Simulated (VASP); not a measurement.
Si:

```
CELL_PARAMETERS angstrom
0.00000 2.71550 2.71550
2.71550 0.00000 2.71550
2.71550 2.71550 0.00000
ATOMIC_POSITIONS crystal
Si 0.00000 0.00000 0.00000
Si 0.25000 0.25000 0.25000
```

Base run:

* Program: VASP 6.6.1
* Functional: PBE
* Potentials or basis: VASP PAW PBE potentials, release 64 (Si)
* Cutoff: 520 eV
* k mesh: 20 × 20 × 20
* Occupations: fermi-dirac, width 0.02 eV
* Spin: no spin polarisation

Its results: band gap on the k mesh 0.58 eV, indirect (least direct gap 2.57 eV); pressure 1.9 GPa.

The run is repeated on the same cell with these changes: functional from PBE to PBEsol. What comes out?

Band gap on the k mesh 0.47 eV, indirect (least direct gap 2.52 eV); pressure 0.2 GPa.

PBEsol binds more tightly than PBE, so the same cell stands under less pressure.

Caveats: the PAW data sets were made with another functional, which shifts forces and pressure a little (some runs).

A k mesh can miss the band edges.
